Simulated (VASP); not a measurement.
Runs of VASP 6.6.1 on WS2. The cell holds a slab with vacuum, 6 atoms: a = 3.183 Å, b = 3.183 Å, c = 23.669 Å, α = 90.00°, β = 90.00°, γ = 120.00°. 

```csv
level,potentials or basis,gap on the mesh (eV),largest force (eV/Å)
RPBE,"VASP PAW PBE potentials, release 64 (W_sv, S)",1.70,(b)
PW91,"VASP PAW PBE potentials, release 64 (W_sv, S)",1.66,0.33
BLYP,"VASP PAW PBE potentials, release 64 (W_sv, S)",(c),0.80
PBEsol,"VASP PAW PBE potentials, release 64 (W_sv, S)",1.64,(a)
LDA,"VASP PAW LDA potentials, release 64 (W_sv, S)",1.60,0.35
```

Alike in all rows: task band structure; no spin polarisation; cell as given; k mesh 7 × 7 × 2; cutoff (eV) 520; smearing fermi-dirac 0.05 eV.

**Question.** Estimate the missing entries.

**Answer.** (a) 0.10; (b) 0.45; (c) 1.65.

Caveats: spin-orbit coupling is left out, which moves the levels of the heavy elements; the PAW data sets were made with another functional, which shifts forces and pressure a little (some runs).

A k mesh can miss the band edges, and the runs leave out spin-orbit coupling on W.
